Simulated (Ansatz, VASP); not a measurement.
# CdSe: VASP beside Ansatz

INCAR

```
SYSTEM = CdSe
ALGO = Normal
EDIFF = 1E-6
EDIFFG = -0.01
ENCUT = 600
GGA = PS
IBRION = 2
ISIF = 3
ISMEAR = -1
IVDW = 12
LASPH = .TRUE.
LCHARG = .FALSE.
LREAL = .FALSE.
LWAVE = .FALSE.
NELM = 60
NSW = 60
PREC = Accurate
SIGMA = 0.05
```

File KPOINTS:

```
k-points
0
G
  8 8 8
  0 0 0
```

File POSCAR:

```
CdSe
1.0
    0.0000000000      2.8739580000      2.8739580000
    2.8739580000      0.0000000000      2.8739580000
    2.8739580000      2.8739580000      0.0000000000
Cd Se
1 1
Direct
    0.0000000000      0.0000000000      0.0000000000
    0.5000000000      0.5000000000      0.5000000000
```

Contents of input.yaml:

```yaml
crystal:
  lattice:
    - [0.0, 2.873958, 2.873958]
    - [2.873958, 0.0, 2.873958]
    - [2.873958, 2.873958, 0.0]
  atoms:
    - { symbol: Cd, position: [0.0, 0.0, 0.0] }
    - { symbol: Se, position: [0.5, 0.5, 0.5] }
hamiltonian:
  xc: pbesol
  pseudopotentials: { kind: paw }
  dispersion: d3bj
kpoints:
  mp_grid: { grid: [8, 8, 8] }
scf:
  occupations: { method: fermi_dirac, width: 0.05 }
output:
  forces: true
  stress: true
  eigenvalues: true
relax:
  f_tol: 0.01
  max_steps: 40
  cell: { stress_tol: 0.05 }
```

Measurements of this composition are mostly on another form, of space group No. 186.

Alike in both runs: task relaxation of cell and atoms; functional PBEsol; dispersion D3(BJ); k mesh 8 × 8 × 8; occupations fermi-dirac, width 0.05 eV; no spin polarisation.

```csv
,VASP,Ansatz
version,VASP 6.6.1,Ansatz 0.2.0
potentials or method,"VASP PAW PBE potentials, release 64 (Cd, Se)",Ansatz PAW
plane-wave cutoff (eV),600,420
valence electrons in the cell,18,36
```

```tsv
	VASP	Ansatz	Ansatz less VASP
gap on the k mesh at the Fermi level, each at its own relaxed structure (eV)	none	none	-
relaxed volume (Å³/atom)	21.60	21.48	-0.123
relaxed cell length with the largest relative difference (Å)	3.939	3.931	-0.0075
energy change over the relaxation (meV/atom)	-43	-48	-5.2
```

A gap of «none» marks a metal or a gap that the smearing closes. The two sets of potentials don't hold the same shells in valence.

Caveats: pairwise dispersion overbinds metals, which lowers pressure and volume; the PAW data sets were made with another functional, which shifts forces and pressure a little (VASP); the plane-wave basis is chosen anew once the cell has moved, so the energies of steps on either side of that aren't comparable (Ansatz); the PAW data sets come from PBE, with cores solved anew for the run's functional, which leaves a small shift of forces and pressure (Ansatz).
